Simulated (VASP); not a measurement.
Here is a VASP 6.6.1 calculation.

The input INCAR:

```
  PREC = Normal
  ENCUT = 520
  EDIFF = 1E-4
  ISMEAR = 0
  SIGMA = 0.15
  LREAL = F
  LASPH = T
  NELM = 60
  ALGO = Fast
  ISIF = 3
  LWAVE = F
  LCHARG = F
  GGA = PE
  IBRION = 2
  NSW = 24
  EDIFFG = -0.08
```

KPOINTS

```
Automatic mesh
0
Gamma
  4 4 4
```

File POSCAR:

```
Ti3C
1.0
    5.1100000000      0.0000000000      0.0000000000
   -2.5550000000      4.4253898100      0.0000000000
    0.0000000000      0.0000000000      4.6700000000
Ti C
6 2
Direct
    0.0000000000      0.6669500100      0.5000000000
    0.6669500100      0.6669500100      0.0000000000
    0.6669500100      0.0000000000      0.5000000000
    0.0000000000      0.3330499900      0.0000000000
    0.3330499900      0.3330499900      0.5000000000
    0.3330499900      0.0000000000      0.0000000000
    0.6666666700      0.3333333300      0.7500000000
    0.3333333300      0.6666666700      0.2500000000
```

Potentials or basis: VASP PAW PBE potentials, release 64 (Ti_sv, C).

Command:

```sh
$ cat potpaw_PBE.64/Ti_sv/POTCAR potpaw_PBE.64/C/POTCAR > POTCAR
$ mpirun -np 1 vasp_std > vasp.out
```

(1) Predict the band gap on the k mesh.

(2) What does it give for the relaxed volume?

(3) Predict the space group after relaxing (to 0.05 Å).

(4) Estimate the relaxed cell.

## Answers

(1) none (metal or under the smearing width).

(2) 14.52 Å³/atom.

(3) P6_322 (No. 182).

(4) a = 5.206 Å, b = 5.206 Å, c = 4.949 Å, α = 90.00°, β = 90.00°, γ = 120.00°.
